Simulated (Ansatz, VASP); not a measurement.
## BaTe: VASP beside Ansatz

The input INCAR:

```
  PREC = Accurate
  ENCUT = 600
  EDIFF = 1E-6
  ISMEAR = 0
  SIGMA = 0.02
  LREAL = F
  LASPH = T
  NELM = 100
  ALGO = Fast
  ISIF = 3
  LWAVE = F
  LCHARG = F
  GGA = PS
  IBRION = 2
  NSW = 100
  EDIFFG = -0.005
```

The input KPOINTS:

```
regular mesh
0
Gamma
  8 8 8
```

POSCAR

```
BaTe
1.0
    0.0000000000      3.4100000000      3.4100000000
    3.4100000000      0.0000000000      3.4100000000
    3.4100000000      3.4100000000      0.0000000000
Ba Te
1 1
Direct
    0.0000000000      0.0000000000      0.0000000000
    0.5000000000      0.5000000000      0.5000000000
```

Input for Ansatz:

```yaml
crystal:
  lattice:
    - [0.0, 3.41, 3.41]
    - [3.41, 0.0, 3.41]
    - [3.41, 3.41, 0.0]
  atoms:
    - { symbol: Ba, position: [0.0, 0.0, 0.0] }
    - { symbol: Te, position: [0.5, 0.5, 0.5] }
basis:
  ecutwfc: 420
kpoints:
  mp_grid: { grid: [8, 8, 8] }
hamiltonian:
  xc: pbesol
scf:
  occupations: { method: gaussian, width: 0.02 }
output:
  forces: true
  stress: true
  eigenvalues: true
relax:
  adjacent_minimum: "off"
  f_tol: 0.005
  max_steps: 80
  cell: { stress_tol: 0.05 }
```

Alike in both runs: task relaxation of cell and atoms; functional PBEsol; k mesh 8 × 8 × 8; occupations gaussian, width 0.02 eV; no spin polarisation.

|  | VASP | Ansatz |
| --- | --- | --- |
| version | VASP 6.6.1 | Ansatz 0.2.0 |
| potentials or method | VASP PAW PBE potentials, release 64 (Ba_sv, Te) | scalar-relativistic, plane waves, PAW |
| plane-wave cutoff (eV) | 600 | 420 |
| valence electrons in the cell | 16 | 26 |

Ansatz gave:

| Item | Value |
| --- | --- |
| gap on the k mesh at the Fermi level, each at its own relaxed structure (eV) | 1.46 |
| relaxed volume (Å³/atom) | 41.83 |
| relaxed cell length with the largest relative difference (Å) | 4.909 |
| energy change over the relaxation (meV/atom) | -12 |

Problem. Which values does VASP return?

Solution. gap on the k mesh at the Fermi level, each at its own relaxed structure (eV): 1.40; relaxed volume (Å³/atom): 42.30; relaxed cell length with the largest relative difference (Å): 4.928; energy change over the relaxation (meV/atom): -18.

The two sets of potentials don't hold the same shells in valence.

Caveats: the PAW data sets were made with another functional, which shifts forces and pressure a little (VASP); spin-orbit coupling is left out, which moves the levels of the heavy elements. Zero-point motion and thermal expansion aren't in these numbers. A k mesh can miss the band edges.
